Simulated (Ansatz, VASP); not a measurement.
**Ga in VASP and in Ansatz**

The input INCAR:

```
SYSTEM = Ga
PREC     = Accurate       ! precision mode
ENCUT    = 520            ! plane-wave cutoff, eV
EDIFF    = 1E-7           ! SCF threshold, eV
ISMEAR   = -1             ! smearing method
SIGMA    = 0.05           ! smearing width, eV
LREAL    = .FALSE.        ! projectors in reciprocal space
LASPH    = .TRUE.         ! aspherical terms in the spheres
NELM     = 60             ! most SCF steps
ALGO     = Normal         ! electronic algorithm
ISIF     = 2              ! what is computed and relaxed
LWAVE    = .FALSE.        ! write WAVECAR
LCHARG   = .FALSE.        ! write CHGCAR
NBANDS   = 12             ! bands
```

File KPOINTS:

```
Automatic mesh
0
G
  16 16 16
  0 0 0
```

Contents of POSCAR:

```
Ga
1.0
   -1.3765671674      1.3765671674      1.3765671674
    1.3765671674     -1.3765671674      1.3765671674
    1.3765671674      1.3765671674     -1.3765671674
Ga
1
Direct
    0.0000000000      0.0000000000      0.0000000000
```

Input for Ansatz:

```yaml
crystal:
  lattice:
    - [-1.3765671674, 1.3765671674, 1.3765671674]
    - [1.3765671674, -1.3765671674, 1.3765671674]
    - [1.3765671674, 1.3765671674, -1.3765671674]
  atoms:
    - { symbol: Ga, position: [0.0, 0.0, 0.0] }
kpoints:
  mp_grid: { grid: [16, 16, 16] }
scf:
  occupations: { method: fermi_dirac, width: 0.05 }
hamiltonian:
  xc: lda
  pseudopotentials: { kind: all_electron, lapw: { basis_error: 0.001 } }
output:
  forces: true
  stress: true
  eigenvalues: true
  populations: true
```

Change from the starting cell: volume scaled by 0.6, LAPW.

Alike in both runs: task single point; functional LDA; k mesh 16 × 16 × 16; occupations fermi-dirac, width 0.05 eV; no spin polarisation.

|  | VASP | Ansatz |
| --- | --- | --- |
| version | VASP 6.6.1 | Ansatz 0.2.0 |
| potentials or method | VASP PAW LDA potentials, release 64 (Ga_d) | all-electron LAPW, scalar-relativistic |
| plane-wave cutoff (eV) | 520 | see its input |

```tsv
	VASP	Ansatz	Ansatz less VASP
pressure (GPa)	112.7	111.3	-1.44
```

Ansatz ran all-electron here, so the differences hold the error of VASP's frozen core and of both bases.

Caveats: the cell as given lies far from equilibrium; so large a pressure means that the cell lies far from this level's equilibrium, or that cutoff or potentials fall short (VASP).
